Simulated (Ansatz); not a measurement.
# KCl (Pm-3m) in Ansatz: a series of runs

The runs below take KCl through single point, equation of state, with PBEsol.

All numbers are computed with Ansatz 0.2.0; they aren't measurements. Logs are shortened: lines on timing, memory, paths and dates and some standing lists are left out, and cuts for length are marked.

### 1 The structure

Symmetry: Pm-3m, No. 221, cubic system. The conventional cell has a = 3.839 Å, b = 3.839 Å, c = 3.839 Å, α = 90.00°, β = 90.00°, γ = 90.00°. K (site symmetry m-3m) has 8 Cl at 3.32 Å as nearest neighbours. Cl (site symmetry m-3m) has 8 K at 3.32 Å as nearest neighbours.

Measurements of this composition are mostly on another form, of space group No. 225.

### 2 Single point, PBEsol, 26.60 Å³/atom (volume scaled by 0.94)

File input.yaml:

```yaml
crystal:
  lattice:
    - [3.7608230702, 0.0, 0.0]
    - [0.0, 3.7608230702, 0.0]
    - [0.0, 0.0, 3.7608230702]
  atoms:
    - { symbol: K, position: [0.0, 0.0, 0.0] }
    - { symbol: Cl, position: [0.5, 0.5, 0.5] }
hamiltonian:
  xc: pbesol
  pseudopotentials: { kind: paw }
kpoints:
  mp_grid: { grid: [7, 7, 7] }
scf:
  occupations: { method: fermi_dirac, width: 0.05 }
output:
  forces: true
  stress: true
  eigenvalues: true
```

Potentials or basis: Ansatz PAW.

On the command line:

```sh
> ansatz run input.yaml --threads 2 --pin off --max-ram 5632MiB --backend cpu --events-out ev --progress --plain --runs-dir out
```

Log:

```text
Warning: RAYON_NUM_THREADS=2 ignored (pool sized by the plan → 2); use --threads N
Engine: ansatz 0.2.0, x86_64-unknown-linux-gnu
Pseudopotentials: kind: paw
Pseudopotential: K, paw, valence charge 9, recommended cutoff 420 eV (normal), K.paw.azcp
Pseudopotential: Cl, paw, valence charge 7, recommended cutoff 420 eV (normal), Cl.paw.azcp
Functional definition: PBEsol
  exchange = pbesol_x
  correlation = pbesol_c
Crystal: 2 atoms, lattice volume = 53.192 Å³
Basis set: ecut = 420 eV, 1021 PW (Γ), exchange–correlation on 54×54×54 points (8 copies of the dense FFT grid, shifted against one another)
Bands: 12, of which v1, the nominal top of the filled ones, is band 8 counted from 1 (7 counted from 0)
Symmetry: 48 space group operations
Space group: Pm-3m (ITA 221), of the structure as read, at distance tolerance 3.8e-5 Å
k-points: 20 of 343
Non-local potential: K, projectors of the file, l = 0: 3, l = 1: 2, l = 2: 2
Non-local potential: Cl, projectors of the file, l = 0: 2, l = 1: 2, l = 2: 2
PAW form: soft (Blöchl's): semilocal exchange-correlation on the pseudo side does not see the compensation charge
PAW frozen core: K, regenerated for the run's functional, and the local potential with it (the file was generated under x = pbe(κ = 0.804, μ = 0.2195149727645171), c = pbe(β = 0.06672455060314922))
PAW frozen core: Cl, regenerated for the run's functional, and the local potential with it (the file was generated under x = pbe(κ = 0.804, μ = 0.2195149727645171), c = pbe(β = 0.06672455060314922))
PAW one-centre angular grid: K, 110 points (default); XC on 64 Gauss nodes
PAW one-centre angular grid: Cl, 110 points (default); XC on 64 Gauss nodes
Initial density: superposition of atomic densities (neutral atoms: chi_scale 0, normalization atom), corrected by the library's trained network
Initial wavefunctions: pseudopotential atomic-orbital guess
Functional: x = pbesol(κ = 0.804, μ = 0.12345679012345678), c = pbesol(β = 0.046)
SCF iter   1: F=—  HF=-2580.636019 eV  |F-HF|=—  |Δ(HF+E_count)|=         —  Δρ=3.93e-3  dr2=1.17e-2  ethr=1.77e-3  ⟨swp⟩=5.8  Hψ=1498  notcnv=0
preconditioner: auto → none  [insulator: Δε(μ)=4.820 eV  Ē_g=15.194 eV  σ=0.050 eV  W_gap=1.00  n_scr=6 (ndim 8)  ℏωp=19.1 eV  f_vac=0.004  D(μ)=0.00/eV (n_scr^D=0)  ε∞_Penn≈2.6]
SCF iter   2: F=—  HF=-2580.631853 eV  |F-HF|=—  |Δ(HF+E_count)|=   4.17e-3  Δρ=1.13e-3  dr2=3.37e-4  ethr=7.30e-5  ⟨swp⟩=2.0  Hψ=556  notcnv=0
SCF iter   3: F=—  HF=-2580.631819 eV  |F-HF|=—  |Δ(HF+E_count)|=   3.44e-5  Δρ=4.74e-4  dr2=6.04e-5  ethr=2.10e-6  ⟨swp⟩=2.0  Hψ=382  notcnv=0
SCF iter   4: F=—  HF=-2580.631831 eV  |F-HF|=—  |Δ(HF+E_count)|=   1.25e-5  Δρ=5.82e-5  dr2=9.56e-7  ethr=3.78e-7  ⟨swp⟩=2.0  Hψ=380  notcnv=0
iter 5 did not close the SCF: its close was put off for the readings that it lacked (scf_convergence_deferred on its scf_iter line)
SCF iter   5: F=-2580.631831 eV  HF=-2580.631831 eV  |F-HF|=2.34e-8  |Δ(HF+E_count)|=   3.79e-7  Δρ=7.36e-6  dr2=1.25e-8  ethr=5.98e-9  ⟨swp⟩=3.0  Hψ=424  notcnv=0
SCF iter   6: F=-2580.631831 eV  HF=-2580.631831 eV  |F-HF|=2.35e-10  |Δ(HF+E_count)|=   2.78e-8  Δρ=1.02e-6  dr2=3.87e-10  ethr=7.81e-11  ⟨swp⟩=2.0  Hψ=860  notcnv=0
SCF 1 converged in 6 iterations: F = -2580.631831 eV  dr2 = 3.87e-10
SCF converged after 6 iterations
Free energy (F): -2580.631831 eV
Harris-Foulkes:  -2580.631831 eV  (|F-HF|=2.35e-10)
Internal energy: -2580.631831 eV  (E = F + TS)
E sigma→0 (E₀):  -2580.631831 eV
Fermi energy:    5.063572 eV
--- Per-component energies (eV) ---
  E_band       = -112.660022
  E_kinetic    = 415.219158
  E_local      = -732.638049  (includes V_loc(G=0)·N_el)
  E_nonlocal   = 42.388698
  E_hartree    = 237.454574
  E_xc         = -240.082298
  E_vxc        = -285.886138  (∫ρ·V_xc dr)
  E_paw        = -1403.585045  (= ΣΔE_a)
  E_vpaw       = -26.653117  (= ΣTr[D̂ρ^β])
  E_aug_tail   = 0.000091  (compensation charges beyond the density's cutoff)
  E_ewald      = -899.575278
  E_core_change = 0.186317  (= ΣΔE_core)
  E_smearing   = -0.000000  (= −TS)
  E_closure    = 0.000000  (closes the sum)
  Σ components = -2580.631831   (vs F -2580.631831, Δ=0.00e0)
--- Forces (eV/Å), atoms counted from 1 ---
  atom   1  K     -0.00000000     0.00000000    -0.00000000
  atom   2  Cl     0.00000000    -0.00000000    -0.00000000
  max |Σ_I F_I| component: 1.22e-30 eV/Å
--- Stress (GPa, compression-positive) ---
       -0.383988      -0.000000       0.000000
       -0.000000      -0.383988       0.000000
        0.000000       0.000000      -0.383988
  P = ⅓ Tr σ = -0.3840 GPa (-3.840 kbar)
--- Band table (eV; the first three rows and the last of 20) ---
  k-point 0: bands = ["-25.2213", "-10.1082", "-8.6617", "-8.6617", "-8.6617", "2.3432", "2.3432", "2.3432", "7.4400", "8.9324", "8.9324", "13.2615"]
  k-point 1: bands = ["-25.2164", "-10.1407", "-8.6543", "-8.6543", "-8.6384", "1.9235", "2.3389", "2.3389", "7.9343", "9.1088", "9.3886", "13.1857"]
  k-point 2: bands = ["-25.2055", "-10.2170", "-8.6374", "-8.6374", "-8.5776", "1.1630", "2.3282", "2.3282", "9.0055", "9.6111", "10.4061", "13.1002"]
  k-point 19: bands = ["-25.1529", "-9.6596", "-8.8607", "-8.8604", "-8.8604", "1.1289", "1.1289", "1.1742", "10.9503", "11.2635", "11.2635", "12.5429"]
```

Wall time 0.28 s (2 threads of AMD EPYC 9R45 (Zen 5), shared host); peak memory 0.34 GiB.

What came out:

| Property | Result |
| --- | --- |
| Free energy | -2580.6318 eV |
| Pressure | -0.4 GPa |
| Band gap on the k mesh | 4.90 eV, indirect (least direct gap 5.10 eV) |

Caveat: odd divisions of the mesh miss points on the zone boundary, where band edges often lie, so the gap on the mesh can be too wide; the PAW data sets come from PBE, with cores solved anew for the run's functional, which leaves a small shift of forces and pressure.

### 3 Single point, PBEsol, 27.16 Å³/atom (volume scaled by 0.96)

input.yaml, as its differences from that of step 2:

```diff
@@ -2,5 +2,5 @@
   lattice:
-    - [3.7608230702, 0.0, 0.0]
-    - [0.0, 3.7608230702, 0.0]
-    - [0.0, 0.0, 3.7608230702]
+    - [3.7873086124, 0.0, 0.0]
+    - [0.0, 3.7873086124, 0.0]
+    - [0.0, 0.0, 3.7873086124]
   atoms:
```

Potentials or basis: Ansatz PAW.

On the command line:

```sh
> ansatz run input.yaml --threads 2 --pin off --max-ram 5632MiB --backend cpu --events-out ev --progress --plain --runs-dir out
```

Wall time 0.27 s (2 threads of AMD EPYC 9R45 (Zen 5), shared host); peak memory 0.34 GiB.

It converged, with:

- Free energy: -2580.6277 eV
- Pressure: -0.8 GPa
- Band gap on the k mesh: 4.81 eV, indirect (least direct gap 5.00 eV)

Caveat: odd divisions of the mesh miss points on the zone boundary, where band edges often lie, so the gap on the mesh can be too wide; the PAW data sets come from PBE, with cores solved anew for the run's functional, which leaves a small shift of forces and pressure.

### 4 Single point, PBEsol, 27.73 Å³/atom (volume scaled by 0.98)

input.yaml, as its differences from that of step 3:

```diff
@@ -2,5 +2,5 @@
   lattice:
-    - [3.7873086124, 0.0, 0.0]
-    - [0.0, 3.7873086124, 0.0]
-    - [0.0, 0.0, 3.7873086124]
+    - [3.8134288075, 0.0, 0.0]
+    - [0.0, 3.8134288075, 0.0]
+    - [0.0, 0.0, 3.8134288075]
   atoms:
```

On the command line:

```sh
> ansatz run input.yaml --threads 2 --pin off --max-ram 5632MiB --backend cpu --events-out ev --progress --plain --runs-dir out
```

Wall time 0.29 s (2 threads of AMD EPYC 9R45 (Zen 5), shared host); peak memory 0.34 GiB.

Results (log left out):

| Item | Value |
| --- | --- |
| Free energy | -2580.6209 eV |
| Pressure | -1.1 GPa |
| Band gap on the k mesh | 4.73 eV, indirect (least direct gap 4.91 eV) |

Caveat: odd divisions of the mesh miss points on the zone boundary, where band edges often lie, so the gap on the mesh can be too wide; the PAW data sets come from PBE, with cores solved anew for the run's functional, which leaves a small shift of forces and pressure.

### 5 Single point, PBEsol, 28.29 Å³/atom

input.yaml, as its differences from that of step 4:

```diff
@@ -2,5 +2,5 @@
   lattice:
-    - [3.8134288075, 0.0, 0.0]
-    - [0.0, 3.8134288075, 0.0]
-    - [0.0, 0.0, 3.8134288075]
+    - [3.839196, 0.0, 0.0]
+    - [0.0, 3.839196, 0.0]
+    - [0.0, 0.0, 3.839196]
   atoms:
```

On the command line:

```sh
> ansatz run input.yaml --threads 2 --pin off --max-ram 5632MiB --backend cpu --events-out ev --progress --plain --runs-dir out
```

Wall time 0.28 s (2 threads of AMD EPYC 9R45 (Zen 5), shared host); peak memory 0.34 GiB.

It converged, with:

* Free energy: -2580.6118 eV
* Pressure: -1.4 GPa
* Band gap on the k mesh: 4.64 eV, indirect (least direct gap 4.83 eV)

Caveat: odd divisions of the mesh miss points on the zone boundary, where band edges often lie, so the gap on the mesh can be too wide; the PAW data sets come from PBE, with cores solved anew for the run's functional, which leaves a small shift of forces and pressure.

### 6 Single point, PBEsol, 28.86 Å³/atom (volume scaled by 1.02)

input.yaml, as its differences from that of step 5:

```diff
@@ -2,5 +2,5 @@
   lattice:
-    - [3.839196, 0.0, 0.0]
-    - [0.0, 3.839196, 0.0]
-    - [0.0, 0.0, 3.839196]
+    - [3.8646218801, 0.0, 0.0]
+    - [0.0, 3.8646218801, 0.0]
+    - [0.0, 0.0, 3.8646218801]
   atoms:
```

Potentials or basis: Ansatz PAW.

On the command line:

```sh
> ansatz run input.yaml --threads 2 --pin off --max-ram 5632MiB --backend cpu --events-out ev --progress --plain --runs-dir out
```

Wall time 0.29 s (2 threads of AMD EPYC 9R45 (Zen 5), shared host); peak memory 0.33 GiB.

The run converged. Its results:

```yaml
Free_energy: -2580.6006 eV
Pressure: -1.7 GPa
Band_gap_on_the_k_mesh: 4.57 eV, indirect (least direct gap 4.75 eV)
```

Caveat: odd divisions of the mesh miss points on the zone boundary, where band edges often lie, so the gap on the mesh can be too wide; the PAW data sets come from PBE, with cores solved anew for the run's functional, which leaves a small shift of forces and pressure.

### 7 Single point, PBEsol, 29.43 Å³/atom (volume scaled by 1.04)

input.yaml, as its differences from that of step 6:

```diff
@@ -2,5 +2,5 @@
   lattice:
-    - [3.8646218801, 0.0, 0.0]
-    - [0.0, 3.8646218801, 0.0]
-    - [0.0, 0.0, 3.8646218801]
+    - [3.8897175305, 0.0, 0.0]
+    - [0.0, 3.8897175305, 0.0]
+    - [0.0, 0.0, 3.8897175305]
   atoms:
```

On the command line:

```sh
> ansatz run input.yaml --threads 2 --pin off --max-ram 5632MiB --backend cpu --events-out ev --progress --plain --runs-dir out
```

Wall time 0.29 s (2 threads of AMD EPYC 9R45 (Zen 5), shared host); peak memory 0.34 GiB.

The run converged. Its results:

| Quantity | Value |
| --- | --- |
| Free energy | -2580.5876 eV |
| Pressure | -1.9 GPa |
| Band gap on the k mesh | 4.49 eV, indirect (least direct gap 4.67 eV) |

Caveat: odd divisions of the mesh miss points on the zone boundary, where band edges often lie, so the gap on the mesh can be too wide; the PAW data sets come from PBE, with cores solved anew for the run's functional, which leaves a small shift of forces and pressure.

### 8 Single point, PBEsol, 29.99 Å³/atom (volume scaled by 1.06)

input.yaml, as its differences from that of step 7:

```diff
@@ -2,5 +2,5 @@
   lattice:
-    - [3.8897175305, 0.0, 0.0]
-    - [0.0, 3.8897175305, 0.0]
-    - [0.0, 0.0, 3.8897175305]
+    - [3.9144934694, 0.0, 0.0]
+    - [0.0, 3.9144934694, 0.0]
+    - [0.0, 0.0, 3.9144934694]
   atoms:
@@ -19 +19,5 @@
   eigenvalues: true
+  write_density: true
+  write_potential: true
+  elf: true
+  volumetric_format: npy
```

On the command line:

```sh
> ansatz run input.yaml --threads 2 --pin off --max-ram 5632MiB --backend cpu --events-out ev --progress --plain --runs-dir out
```

Run time: 0.34 s. Hardware: 2 threads of AMD EPYC 9R45 (Zen 5), shared host; peak memory 0.34 GiB.

It converged, with:

```
Free energy            : -2580.5731 eV
Pressure               : -2.2 GPa
Band gap on the k mesh : 4.42 eV, indirect (least direct gap 4.60 eV)
```

Caveat: odd divisions of the mesh miss points on the zone boundary, where band edges often lie, so the gap on the mesh can be too wide; the PAW data sets come from PBE, with cores solved anew for the run's functional, which leaves a small shift of forces and pressure.

### 9 Equation of state, PBEsol

Potentials or basis: Ansatz PAW.

This step only gathers the single runs of the series.

Results:

```yaml
Equilibrium_volume: "26.11 Å³/atom (rough: see the caveat)"
Bulk_modulus: 22 GPa (rough)
```

Energy against volume, from the lowest point:
| volume (Å³/atom) | energy (meV/atom) |
| --- | --- |
| 26.596 | 0.00 |
| 27.162 | 2.08 |
| 27.728 | 5.48 |
| 28.294 | 10.04 |
| 28.860 | 15.62 |
| 29.426 | 22.10 |
| 29.991 | 29.36 |

Caveat: the minimum lies outside the volumes run.
